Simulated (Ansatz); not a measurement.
# TiO2: the cost of one run

Program: Ansatz 0.2.0. Level of theory: DFT PBE+U, scalar-relativistic, plane waves, PAW. These are calculated values, not measurements.

1 further run of the same task is left out (it didn't finish).

**1. The structure to begin with**

The structure is tetragonal, space group I4_1/amd (No. 141). The conventional cell has a = 3.784 Å, b = 3.784 Å, c = 9.515 Å, α = 90.00°, β = 90.00°, γ = 90.00°. Ti (site symmetry -4m2) is surrounded by 6 O at 1.93 to 1.98 Å. Around O (site symmetry 2mm) lie 3 Ti at 1.93 to 1.98 Å.

Structure file:

```cif
data_structure
_symmetry_space_group_name_H-M 'I4_1/amd:1'
_symmetry_Int_Tables_number 141
_cell_length_a 3.7842
_cell_length_b 3.7842
_cell_length_c 9.5146
_cell_angle_alpha 90.000
_cell_angle_beta 90.000
_cell_angle_gamma 90.000
_cell_volume 136.25
loop_
_atom_site_label
_atom_site_type_symbol
_atom_site_symmetry_multiplicity
_atom_site_Wyckoff_symbol
_atom_site_fract_x
_atom_site_fract_y
_atom_site_fract_z
_atom_site_occupancy
Ti1 Ti 4 a 0.00000 0.00000 0.00000 1
O1 O 8 e 0.00000 0.00000 0.20810 1
```

The structure comes from the Crystallography Open Database.

**2. Self-consistent density**

File input.yaml:

```yaml
crystal:
  lattice:
    - [0.0, -3.7842, 0.0]
    - [3.7842, 0.0, 0.0]
    - [-1.8921, 1.8921, 4.7573]
  atoms:
    - { symbol: Ti, position: [0.0, 0.0, 0.0] }
    - { symbol: Ti, position: [0.75, 0.25, 0.5] }
    - { symbol: O, position: [0.2081, 0.2081, 0.4162] }
    - { symbol: O, position: [0.9581, 0.4581, 0.9162] }
    - { symbol: O, position: [0.5419, 0.0419, 0.0838] }
    - { symbol: O, position: [0.7919, 0.7919, 0.5838] }
basis:
  ecutwfc: 500
  fft_grid_basis: typed
kpoints:
  mp_grid: { grid: [8, 8, 8] }
hamiltonian:
  xc: pbe
  hubbard: { sites: [{ species: Ti, l: d, u_eff: 4.0 }] }
  pseudopotentials: { kind: paw }
scf:
  occupations: { method: gaussian, width: 0.05 }
output:
  forces: true
  stress: true
  eigenvalues: true
  bader: true
  write_density: true
  volumetric_format: npy
  elf: true
```

Launch:

```console
> ansatz run input.yaml --threads 2 --pin off --max-ram 4096MiB --backend cpu --events-out ev --progress --plain --runs-dir out
```

**Question.** How long does this run take on 2 threads of Intel Xeon Platinum 8488C (Sapphire Rapids), shared host, and how much memory does it need?

About 32 s, with a peak of 0.6 GiB.
